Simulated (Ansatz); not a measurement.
# Eu (P6_3/mmc): from the listed cell to zero pressure

Where does the pressure of Eu (P6_3/mmc) vanish? Whether the element takes this structure at low temperature is a separate question.

Method: DFT PBE+U (U_eff = 6 eV on Eu 4f), scalar-relativistic, plane waves, PAW, in Ansatz 0.2.0.

### 1 The starting structure

The structure is hexagonal, space group P6_3/mmc (No. 194). The conventional cell has a = 3.943 Å, b = 3.943 Å, c = 6.387 Å, α = 90.00°, β = 90.00°, γ = 120.00°. Around Eu (site symmetry -6m2) lie 12 Eu at 3.92 to 3.94 Å.

Coordinates:

```
CELL_PARAMETERS angstrom
3.94278 0.00000 0.00000
-1.97139 3.41455 0.00000
0.00000 0.00000 6.38731
ATOMIC_POSITIONS crystal
Eu 0.33333 0.66667 0.25000
Eu 0.66667 0.33333 0.75000
```

Starting moments: Eu 7.00 μB.

### 2 First run, at the start cell

The input, input.yaml:

```yaml
crystal:
  lattice:
    - [3.94278361, 0.0, 0.0]
    - [-1.9713918, 3.41455077, 0.0]
    - [0.0, 0.0, 6.38730944]
  atoms:
    - { symbol: Eu, position: [0.3333333333, 0.6666666667, 0.25], spin: 7.0 }
    - { symbol: Eu, position: [0.6666666667, 0.3333333333, 0.75], spin: 7.0 }
basis:
  ecutwfc: 420
  ecutrho_ratio: 4
kpoints:
  mp_grid: { grid: [4, 4, 2] }
hamiltonian:
  xc: pbe
  hubbard: { sites: [{ species: Eu, l: f, u_eff: 6.0 }] }
scf:
  occupations: { method: gaussian, width: 0.05 }
output:
  forces: true
  stress: true
  eigenvalues: true
  populations: true
  hubbard: { sites: [{ species: Eu, l: f }] }
magnetization:
  spin_polarized: true
```

On the command line:

```bash
ansatz run input.yaml --threads 2 --pin off --max-ram 5120MiB --backend cpu --events-out ev --progress --plain --runs-dir out
```

After this run come: The same volume, run 2; The same volume, run 3; Volume adjusted, run 4; A new volume, run 5; Next volume, run 6.

Before running it: what results should come out? Wanted: volume; pressure; conventional cell; gap on the mesh; moments in the spheres.

As calculated:

| quantity | value |
| --- | --- |
| volume | 47.342 Å³/atom |
| pressure | 0.01 GPa |
| conventional cell | a = 4.071 Å, b = 4.071 Å, c = 6.596 Å, α = 90.00°, β = 90.00°, γ = 120.00° |
| gap on the mesh | none (metal) |
| moments in the spheres | Eu 7.25 μB |

The volume went from 43.00 to 47.34 Å³/atom (+10.1 %), where 0.01 GPa is left. Only the order of the starting moments is followed; others weren't tried in this session. With a Hubbard U or exact exchange the result depends on the state in which the open shell ends, and a lower one can't be excluded. Spin–orbit coupling is left out, though the cell holds Eu; it splits the 4f levels.
